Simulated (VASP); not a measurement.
# BAs (F-43m) in VASP: notebook, part 2 of 3

VASP 6.6.1. Earlier steps stand in the parts before.

## (4) Band structure, PBE0

POSCAR

```
BAs
1.0
    0.0000000000      2.3885000000      2.3885000000
    2.3885000000      0.0000000000      2.3885000000
    2.3885000000      2.3885000000      0.0000000000
As B
1 1
Direct
    0.7500000000      0.7500000000      0.7500000000
    0.0000000000      0.0000000000      0.0000000000
```

INCAR.step1

```
  PREC = Accurate
  ENCUT = 520
  EDIFF = 1E-5
  ISMEAR = 0
  SIGMA = 0.02
  LREAL = False
  LASPH = True
  NELM = 60
  ALGO = Normal
  ISIF = 2
  LWAVE = True
  LCHARG = False
  GGA = PE
  KPAR = 4
```

INCAR.step2

```
  PREC = Accurate
  ENCUT = 520
  EDIFF = 1E-7
  ISMEAR = 0
  SIGMA = 0.02
  LREAL = False
  LASPH = True
  NELM = 60
  ALGO = Normal
  ISIF = 2
  LWAVE = False
  LCHARG = False
  GGA = PE
  LHFCALC = True
  AEXX = 0.25
  PRECFOCK = Fast
  ISTART = 1
  HFRCUT = -1
  KPAR = 4
```

KPOINTS

```
regular mesh
0
Gamma
  6 6 6
```

KPOINTS_OPT

```
path GXWKGLUWLK,UX
8
line-mode
reciprocal
 0.0000000000  0.0000000000  0.0000000000  G
 0.5000000000  0.0000000000  0.5000000000  X

 0.5000000000  0.0000000000  0.5000000000  X
 0.5000000000  0.2500000000  0.7500000000  W

 0.5000000000  0.2500000000  0.7500000000  W
 0.3750000000  0.3750000000  0.7500000000  K

 0.3750000000  0.3750000000  0.7500000000  K
 0.0000000000  0.0000000000  0.0000000000  G

 0.0000000000  0.0000000000  0.0000000000  G
 0.5000000000  0.5000000000  0.5000000000  L

 0.5000000000  0.5000000000  0.5000000000  L
 0.6250000000  0.2500000000  0.6250000000  U

 0.6250000000  0.2500000000  0.6250000000  U
 0.5000000000  0.2500000000  0.7500000000  W

 0.5000000000  0.2500000000  0.7500000000  W
 0.5000000000  0.5000000000  0.5000000000  L

 0.5000000000  0.5000000000  0.5000000000  L
 0.3750000000  0.3750000000  0.7500000000  K

 0.6250000000  0.2500000000  0.6250000000  U
 0.5000000000  0.0000000000  0.5000000000  X
```

Potentials or basis: VASP PAW PBE potentials, release 64 (As, B).

Started as:

```sh
cat potpaw_PBE.64/As/POTCAR potpaw_PBE.64/B/POTCAR > POTCAR
cp INCAR.step1 INCAR
mpirun -np 4 vasp_std > vasp.out
cp INCAR.step2 INCAR
mpirun -np 4 vasp_std > vasp.out
```

OUTCAR:

```text
PREC = Accurate
   ENCUT = 520
   EDIFF = 1E-7
   ISMEAR = 0
   LREAL = False
   LASPH = True
   NELM = 60
   ISIF = 2
   GGA = PE
   LHFCALC = True
   AEXX = 0.25
   PRECFOCK = Fast
   ISTART = 1

 ion  position               nearest neighbor table
   1  0.750  0.750  0.750-   2 2.07   2 2.07   2 2.07   2 2.07
   2  0.000  0.000  0.000-   1 2.07   1 2.07   1 2.07   1 2.07

  LATTYP: Found a face centered cubic cell.
 ALAT       =     4.7770000000

  Lattice vectors:

 A1 = (   0.0000000000,   2.3885000000,   2.3885000000)
 A2 = (   2.3885000000,   0.0000000000,   2.3885000000)
 A3 = (   2.3885000000,   2.3885000000,   0.0000000000)

Analysis of symmetry for initial positions (statically):
=====================================================================
 Subroutine PRICEL returns:
 Original cell was already a primitive cell.

 Routine SETGRP: Setting up the symmetry group for a
 face centered cubic supercell.

 Subroutine GETGRP returns: Found 24 space group operations
 (whereof 24 operations were pure point group operations)
 out of a pool of 48 trial point group operations.

The static configuration has the point symmetry T_d .

Analysis of symmetry for dynamics (positions and initial velocities):
=====================================================================
 Subroutine PRICEL returns:
 Original cell was already a primitive cell.

 Routine SETGRP: Setting up the symmetry group for a
 face centered cubic supercell.

 Subroutine GETGRP returns: Found 24 space group operations
 (whereof 24 operations were pure point group operations)
 out of a pool of 48 trial point group operations.

The dynamic configuration has the point symmetry T_d .

 Subroutine INISYM returns: Found 24 space group operations
 (whereof 24 operations are pure point group operations),
 and found     1 'primitive' translations

----------------------------------------------------------------------------------------

                                     Primitive cell

  volume of cell :      27.2525

  direct lattice vectors                    reciprocal lattice vectors
     0.000000000  2.388500000  2.388500000    -0.209336404  0.209336404  0.209336404
     2.388500000  0.000000000  2.388500000     0.209336404 -0.209336404  0.209336404
     2.388500000  2.388500000  0.000000000     0.209336404  0.209336404 -0.209336404

  length of vectors
     3.377849094  3.377849094  3.377849094     0.362581287  0.362581287  0.362581287

  position of ions in fractional coordinates (direct lattice)
     0.750000000  0.750000000  0.750000000
     0.000000000  0.000000000  0.000000000

  ion indices of the primitive-cell ions
   primitive index   ion index
                 1           1
                 2           2

----------------------------------------------------------------------------------------

 KPOINTS: regular mesh

Automatic generation of k-mesh.
 Grid dimensions read from file:
 generate k-points for:    6    6    6

 Generating k-lattice:

  Cartesian coordinates                     Fractional coordinates (reciprocal lattice)
    -0.034889401  0.034889401  0.034889401     0.166666667  0.000000000  0.000000000
[... 35 lines left out ...]
   dimension x,y,z NGX =    28 NGY =   28 NGZ =   28
   dimension x,y,z NGXF=    56 NGYF=   56 NGZF=   56
   ions per type =               1   1
   NGX,Y,Z   is equivalent  to a cutoff of  13.78, 13.78, 13.78 a.u.
   NGXF,Y,Z  is equivalent  to a cutoff of  27.56, 27.56, 27.56 a.u.
 SYSTEM =  unknown system
   PREC   = accura    normal or accurate (medium, high low for compatibility)
   ISTART =      1    job   : 0-new  1-cont  2-samecut
   ICHARG =      0    charge: 1-file 2-atom 10-const
   ISPIN  =      1    spin polarized calculation?
   LNONCOLLINEAR =      F non collinear calculations
   LSORBIT =      F    spin-orbit coupling
   LASPH  =      T    aspherical Exc in radial PAW
   ENCUT  =  520.0 eV  38.22 Ry    6.18 a.u.   6.28  6.28  6.28*2*pi/ulx,y,z
   NELM   =     60;   NELMIN=  2; NELMDL=  0     # of ELM steps
   EDIFF  = 0.1E-06   stopping-criterion for ELM
   LREAL  =      F    real-space projection
   EDIFFG = 0.1E-05   stopping-criterion for IOM
   NSW    =      0    number of steps for IOM
   IBRION =     -1    ionic relax: 0-MD 1-quasi-New 2-CG
   NFREE  =      0    steps in history (QN), initial steepest desc. (CG)
   ISIF   =      2    stress and relaxation
   ISYM   =      3    0-nonsym 1-usesym 2-fastsym
   POTIM  = 0.5000    time-step for ionic-motion
   TEBEG  =    0.0;   TEEND  =   0.0 temperature during run
   PSTRESS=    0.0 pullay stress
   NELECT =       8.0000    total number of electrons
   NUPDOWN=      -1.0000    fix difference up-down
   EMIN   =  10.00;   EMAX   =-10.00  energy-range for DOS
   EFERMI =   0.00;   METHOD = LEGACY
   ISMEAR =     0;   SIGMA  =   0.02  broadening in eV -4-tet -1-fermi 0-gaus
   EFERMI_NEDOS =   21; number of points for ismear=-14 and -15
   IALGO  =     38    algorithm
   IMIX   =      1    mixing-type and parameters
     AMIX     =   0.40;   BMIX     =  1.00
     AMIX_MAG =   1.60;   BMIX_MAG =  1.00
  volume/ion in A,a.u.               =      13.63        91.95
  Fermi-wavevector in a.u.,A,eV,Ry     =   1.088018  2.056057 16.106360  1.183784
  Thomas-Fermi vector in A             =   2.224191
   LORBIT       =      0    0 simple, 1 ext, 2 COOP (PROOUT), +10 PAW based schemes
   GGA     = PE    functional components
   LHFCALC =     T    Hartree Fock is set to
   PRECFOCK=fast      Normal, Fast or Accurate (Low or Medium for compatibility)
   ENCUT4O =  -1.0   cutoff for four orbital integrals eV
   NKREDX  =     1    reduce k-point grid by
   NKREDY  =     1    reduce k-point grid by
   NKREDZ  =     1    reduce k-point grid by
   AEXX    =    0.2500 exact exchange contribution
   HFSCREEN=    0.0000 screening length (either q_TF or 0.3 A-1)
   HFSCREENC=   0.0000 screening length for correlation (either q_TF or 0.3 A-1)
   ENCUTFOCK=  -1.0 apply spherical cutoff to Coloumb kernel
   IVDW    =     0    specifies the selected vdW correction
   LEPSILON=     F    determine dielectric tensor
   LRPA    =     F    only Hartree local field effects (RPA)
 non-spin polarized calculation
 Gauss-broadening in eV      SIGMA  =   0.02
  energy-cutoff  :      520.00
  volume of cell :       27.25
 maximum number of plane-waves:       754
 NGX is ok and might be reduce to    28
  NGX = 16; NGY = 16; NGZ = 16

 number of electron       8.0000000 magnetization

 Free energy of the ion-electron system (eV)
  ---------------------------------------------------
  ext. energy  EPLUGINS =         0.00000000
  ---------------------------------------------------
  free energy    TOTEN  =       -14.15949043 eV

  energy without entropy =      -14.15949043  energy(sigma->0) =      -14.15949043

 E-fermi :   5.5156     XC(G=0):  -8.3604

 val. band max:        5.3811830274   @ k =   0.0000   0.0000   0.0000
 cond. band min:       8.0061457020   @ k =   0.3333   0.3333   0.0000
 fundamental gap:      2.6249626746
 Fermi energy:         5.5156457675

 k-point     1 :       0.0000    0.0000    0.0000
  band No.  band energies     occupation
      1     -11.6727      2.00000
      2       5.3812      2.00000
      3       5.3812      2.00000
      4       5.3812      2.00000
      5      10.1723      0.00000
      6      10.1723      0.00000
      7      10.1723      0.00000
      8      11.9642      0.00000
[... 155 lines left out ...]
 k-point    16 :      -0.3333    0.5000    0.1667
  band No.  band energies     occupation
      1      -6.8334      2.00000
      2      -3.8450      2.00000
      3      -0.2923      2.00000
      4      -0.0765      2.00000
      5      10.6802      0.00000
      6      10.9666      0.00000
      7      16.0200      0.00000
      8      16.2571      0.00000

------------------------ aborting loop because EDIFF is reached ----------------------------------------

  FORCE on cell =-STRESS in cart. coord.  units (eV):
  Direction    XX          YY          ZZ          XY          YZ          ZX
  --------------------------------------------------------------------------------------
  -------------------------------------------------------------------------------------
  Total       -0.1176137     -0.1176137     -0.1176137     -0.0000000      0.0000000     -0.0000000
  in kB       -6.9145315     -6.9145315     -6.9145315     -0.0000000      0.0000000     -0.0000000
  external PRESSURE =      -6.9145315 kB  Pullay stress =       0.0000000 kB

 VOLUME and BASIS-vectors are now :
 -----------------------------------------------------------------------------
  energy-cutoff  :      520.00
  volume of cell :       27.25
      direct lattice vectors                 reciprocal lattice vectors
     0.000000000  2.388500000  2.388500000    -0.209336404  0.209336404  0.209336404
     2.388500000  0.000000000  2.388500000     0.209336404 -0.209336404  0.209336404
     2.388500000  2.388500000  0.000000000     0.209336404  0.209336404 -0.209336404

 POSITION                                       TOTAL-FORCE (eV/Angst)
 -----------------------------------------------------------------------------------
      3.58275      3.58275      3.58275         0.000000     -0.000000     -0.000000
      0.00000      0.00000      0.00000        -0.000000      0.000000      0.000000
 -----------------------------------------------------------------------------------
    total drift:                                0.000000      0.000000      0.000000

  FREE ENERGIE OF THE ION-ELECTRON SYSTEM (eV)
  ---------------------------------------------------
  free  energy   TOTEN  =       -14.1594904264 eV

  energy  without entropy=      -14.1594904264  energy(sigma->0) =      -14.15949043
```

Run time: 96 s. Hardware: 4 MPI ranks of Intel Xeon 6975P-C (Granite Rapids), shared host; peak memory 0.18 GiB.

Results:

```yaml
Free_energy: -14.1595 eV
Pressure: -0.7 GPa
Band_gap_on_the_k_mesh: 2.62 eV, indirect (least direct gap 4.79 eV)
Band_gap_along_the_path: 2.54 eV, indirect (least direct gap 4.79 eV)
```

Levels at the corners of the path, in eV from the valence-band top:
| point | band 1 | band 2 | band 3 | band 4 | band 5 | band 6 | band 7 | band 8 |
| --- | --- | --- | --- | --- | --- | --- | --- | --- |
| Γ | -17.05 | 0.00 | 0.00 | 0.00 | 4.79 | 4.79 | 4.79 | 6.58 |
| X | -12.35 | -9.57 | -4.51 | -4.51 | 2.77 | 2.83 | 13.69 | 13.69 |
| X | -12.35 | -9.57 | -4.51 | -4.51 | 2.77 | 2.83 | 13.69 | 13.69 |
| W | -12.16 | -9.07 | -6.05 | -5.73 | 6.89 | 7.89 | 8.40 | 8.89 |
| W | -12.16 | -9.07 | -6.05 | -5.73 | 6.89 | 7.89 | 8.40 | 8.89 |
| K | -12.40 | -9.15 | -6.56 | -3.85 | 3.45 | 7.28 | 11.31 | 11.88 |
| K | -12.40 | -9.15 | -6.56 | -3.85 | 3.45 | 7.28 | 11.31 | 11.88 |
| Γ | -17.05 | 0.00 | 0.00 | 0.00 | 4.79 | 4.79 | 4.79 | 6.58 |
| Γ | -17.05 | 0.00 | 0.00 | 0.00 | 4.79 | 4.79 | 4.79 | 6.58 |
| L | -13.85 | -9.79 | -2.02 | -2.02 | 4.25 | 6.40 | 6.40 | 10.74 |
| L | -13.85 | -9.79 | -2.02 | -2.02 | 4.25 | 6.40 | 6.40 | 10.74 |
| U | -12.40 | -9.15 | -6.56 | -3.85 | 3.45 | 7.28 | 11.31 | 11.89 |
| U | -12.40 | -9.15 | -6.56 | -3.85 | 3.45 | 7.28 | 11.31 | 11.88 |
| W | -12.16 | -9.07 | -6.05 | -5.73 | 6.89 | 7.89 | 8.40 | 8.89 |
| W | -12.16 | -9.07 | -6.05 | -5.73 | 6.89 | 7.89 | 8.40 | 8.89 |
| L | -13.85 | -9.79 | -2.02 | -2.02 | 4.25 | 6.40 | 6.40 | 10.74 |
| L | -13.85 | -9.79 | -2.02 | -2.02 | 4.25 | 6.40 | 6.40 | 10.74 |
| K | -12.40 | -9.15 | -6.56 | -3.85 | 3.45 | 7.28 | 11.31 | 11.88 |
| U | -12.40 | -9.15 | -6.56 | -3.85 | 3.45 | 7.28 | 11.31 | 11.88 |
| X | -12.35 | -9.57 | -4.51 | -4.51 | 2.77 | 2.83 | 13.69 | 13.69 |

Caveat: the PAW data sets were made with another functional, which shifts forces and pressure a little; the mesh misses the band edges, which the band path finds closer together.

## (5) Band structure, r2SCAN-EpsX

POSCAR is that of step 4.

INCAR.step1

```
  PREC = Accurate
  ENCUT = 520
  EDIFF = 1E-8
  ISMEAR = 0
  SIGMA = 0.02
  LREAL = False
  LASPH = True
  NELM = 60
  ALGO = Normal
  ISIF = 2
  LWAVE = False
  LCHARG = False
  GGA = PE
  LEPSILON = True
  KPAR = 4
```

KPOINTS.step1

```
Automatic mesh
0
G
  10 10 10
  0 0 0
```

INCAR.step2

```
  PREC = Accurate
  ENCUT = 520
  EDIFF = 1E-5
  ISMEAR = 0
  SIGMA = 0.02
  LREAL = False
  LASPH = True
  NELM = 60
  ALGO = Normal
  ISIF = 2
  LWAVE = True
  LCHARG = False
  GGA = PE
  KPAR = 4
```

KPOINTS.step2

```
regular mesh
0
Gamma
  6 6 6
```

INCAR.step3

```
  PREC = Accurate
  ENCUT = 520
  EDIFF = 1E-7
  ISMEAR = 0
  SIGMA = 0.02
  LREAL = False
  LASPH = True
  NELM = 60
  ALGO = Normal
  ISIF = 2
  LWAVE = False
  LCHARG = False
  METAGGA = R2SCAN
  LHFCALC = True
  AEXX = 0.1013
  LMIXTAU = True
  PRECFOCK = Fast
  ISTART = 1
  HFRCUT = -1
  KPAR = 4
```

KPOINTS.step3

```
regular mesh
0
Gamma
  6 6 6
```

KPOINTS_OPT is that of step 4.

Started as:

```sh
cat potpaw_PBE.64/As/POTCAR potpaw_PBE.64/B/POTCAR > POTCAR
cp INCAR.step1 INCAR
cp KPOINTS.step1 KPOINTS
mpirun -np 4 vasp_std > vasp.out
cp INCAR.step2 INCAR
cp KPOINTS.step2 KPOINTS
mpirun -np 4 vasp_std > vasp.out
cp INCAR.step3 INCAR
cp KPOINTS.step3 KPOINTS
mpirun -np 4 vasp_std > vasp.out
```

It took 2.3 min on 4 MPI ranks of Intel Xeon 6975P-C (Granite Rapids), shared host; peak memory 0.24 GiB.

Results (log left out):

| Item | Value |
| --- | --- |
| Free energy | -22.2894 eV |
| Pressure | -0.3 GPa |
| Band gap on the k mesh | 1.96 eV, indirect (least direct gap 4.00 eV) |
| Band gap along the path | 1.89 eV, indirect (least direct gap 4.00 eV) |

Levels at the corners of the path, in eV from the valence-band top:
```csv
point,band 2,band 3,band 4,band 5,band 6,band 7
Γ,0.00,0.00,0.00,4.00,4.00,4.00
X,-9.41,-4.46,-4.46,2.11,2.19,12.95
X,-9.41,-4.46,-4.46,2.11,2.19,12.95
W,-8.94,-5.94,-5.63,6.27,7.14,7.76
W,-8.94,-5.94,-5.63,6.27,7.14,7.76
K,-9.00,-6.44,-3.82,2.80,6.59,10.53
K,-9.00,-6.44,-3.82,2.80,6.59,10.53
Γ,0.00,0.00,0.00,4.00,4.00,4.00
Γ,0.00,0.00,0.00,4.00,4.00,4.00
L,-9.59,-2.01,-2.01,3.54,5.65,5.65
L,-9.59,-2.01,-2.01,3.54,5.65,5.65
U,-9.00,-6.44,-3.82,2.80,6.59,10.53
U,-9.00,-6.44,-3.82,2.80,6.59,10.53
W,-8.94,-5.94,-5.63,6.27,7.14,7.76
W,-8.94,-5.94,-5.63,6.27,7.14,7.76
L,-9.59,-2.01,-2.01,3.54,5.65,5.65
L,-9.59,-2.01,-2.01,3.54,5.65,5.65
K,-9.00,-6.44,-3.82,2.80,6.59,10.53
U,-9.00,-6.44,-3.82,2.80,6.59,10.53
X,-9.41,-4.46,-4.46,2.11,2.19,12.95
```

Caveat: the PAW data sets were made with another functional, which shifts forces and pressure a little.

(Continued in part 3 of 3.)
